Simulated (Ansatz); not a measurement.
# MoS2 in Ansatz: the effect of functional

Crystal: MoS2.

```
Mo S
1.0
     3.16900    0.00000    0.00000
    -1.58450    2.74443    0.00000
     0.00000    0.00000   12.32400
Mo S
2 4
Direct
  0.66667 0.33333 0.75000
  0.33333 0.66667 0.25000
  0.66667 0.33333 0.37700
  0.33333 0.66667 0.87700
  0.66667 0.33333 0.12300
  0.33333 0.66667 0.62300
```

Alike in all runs:

```yaml
Program: Ansatz 0.2.0
Task: band structure
Potentials_or_basis: Ansatz PAW
k_mesh: 10 × 10 × 3
Occupations: fermi-dirac, width 0.05 eV
Spin: no spin polarisation
```

```csv
functional,cutoff,gap on the mesh (eV),pressure (GPa)
LDA,420 eV (not typed: the program's choice for these potentials),0.85,-5.7
PBE,420 eV (not typed: the program's choice for these potentials),0.93,2.0
PBEsol,420 eV (not typed: the program's choice for these potentials),0.88,-3.0
RPBE,420 eV (not typed: the program's choice for these potentials),0.97,4.7
revPBE,420 eV (not typed: the program's choice for these potentials),?,?
BLYP,420 eV (not typed: the program's choice for these potentials),0.94,9.4
r2SCAN,500 eV (not typed: the program's choice for these potentials),1.03,0.8
```

Q: What does the run with functional revPBE give?

A: gap on the mesh 0.96 eV; pressure 3.9 GPa.

Caveats: the PAW data sets come from PBE, with cores solved anew for the run's functional, which leaves a small shift of forces and pressure (some runs); this functional lacks dispersion, which binds the layers, so the pressure and a relaxed spacing across them are unreliable (some runs).

A k mesh can miss the band edges.
